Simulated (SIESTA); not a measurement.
Te2Pt (Moncheite), 3 atoms in the cell. The structure is trigonal, space group P-3m1 (No. 164). The conventional cell has a = 4.010 Å, b = 4.010 Å, c = 5.201 Å, α = 90.00°, β = 90.00°, γ = 120.00°. Around Pt (site symmetry -3m) lie 6 Te at 2.66 Å. Te (site symmetry 3m) is surrounded by 3 Pt at 2.66 Å. 

```yaml
Program: SIESTA 5.4.2
Task: band structure
Functional: BLYP
Potentials_or_basis: PseudoDojo 0.4 standard (PBE files)
Basis: DZP (energy shift 0.003 Ry; two zetas on semicore shells)
Grid_cutoff: 800 Ry
Energy_shift: 0.003 Ry
k_mesh: 8 × 8 × 5
Occupations: fermi-dirac, width 0.05 eV
Spin: no spin polarisation
```

Potentials or basis: PseudoDojo 0.4 standard (PBE files), DZP (energy shift 0.003 Ry; two zetas on semicore shells).

Run with:

```sh
$ siesta Te2Pt.fdf > Te2Pt.out 2>&1
```

Hardware: 1 thread of Arm Neoverse V2, on a shared host.

Task: Estimate the wall time of this run.

Result: Run time: 59 s on 1 thread of Arm Neoverse V2, on a shared host, peak memory 0.34 GiB. Counts: scf iterations 11, k points 168, bands 69.
